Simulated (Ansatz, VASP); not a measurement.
One calculation of BN, two programs

INCAR

```
SYSTEM = BN
PREC = Accurate ; ENCUT = 520
EDIFF = 1E-7 ; ISMEAR = 0
SIGMA = 0.02 ; LREAL = .False.
LASPH = .True. ; NELM = 80
ALGO = Normal ; ISIF = 2
LWAVE = .False. ; LCHARG = .True.
GGA = PE ; IVDW = 12
LELF = .True. ; LVHAR = .True.
NBANDS = 16
```

KPOINTS

```
regular mesh
0
Gamma
  12 12 4
  0 0 0
```

Contents of POSCAR:

```
BN
1.0
    2.5064254127      0.0000000000      0.0000000000
   -1.2532127064      2.1706280801      0.0000000000
    0.0000000000      0.0000000000      6.6141238871
B N
2 2
Direct
    0.3333333333      0.6666666667      0.2500000000
    0.6666666667      0.3333333333      0.7500000000
    0.3333333333      0.6666666667      0.7500000000
    0.6666666667      0.3333333333      0.2500000000
```

Input for Ansatz:

```yaml
crystal:
  lattice:
    - [2.5064254127, 0.0, 0.0]
    - [-1.2532127064, 2.1706280801, 0.0]
    - [0.0, 0.0, 6.6141238871]
  atoms:
    - { symbol: B, position: [0.3333333333, 0.6666666667, 0.25] }
    - { symbol: B, position: [0.6666666667, 0.3333333333, 0.75] }
    - { symbol: "N", position: [0.3333333333, 0.6666666667, 0.75] }
    - { symbol: "N", position: [0.6666666667, 0.3333333333, 0.25] }
basis:
  ecutwfc: 420
kpoints:
  mp_grid: { grid: [12, 12, 4] }
  band_path: { path: [VBM, CBM], npoints: 2 }
hamiltonian:
  xc: pbe
  dispersion: d3bj
scf:
  occupations: { method: gaussian, width: 0.02 }
output:
  forces: false
  stress: false
  eigenvalues: true
checkpoint:
  read: start.run
  write: ck
  compress: false
  write_wavefunctions: false
  write_every: 100000
```

Alike in both runs: task single point; functional PBE; dispersion D3(BJ); k mesh 12 × 12 × 4; occupations gaussian, width 0.02 eV; no spin polarisation.

|  | VASP | Ansatz |
| --- | --- | --- |
| version | VASP 6.6.1 | Ansatz 0.2.0 |
| potentials or method | VASP PAW PBE potentials, release 64 (B, N) | scalar-relativistic, plane waves, PAW |
| plane-wave cutoff (eV) | 520 | 420 |
| valence electrons in the cell | 16 | 16 |

|  | VASP | Ansatz | Ansatz less VASP |
| --- | --- | --- | --- |
| gap on the k mesh at the Fermi level (eV) | 4.27 | 4.27 | +0.007 |
| least direct gap on the mesh (eV) | 4.63 | 4.64 | +0.003 |

A k mesh can miss the band edges.
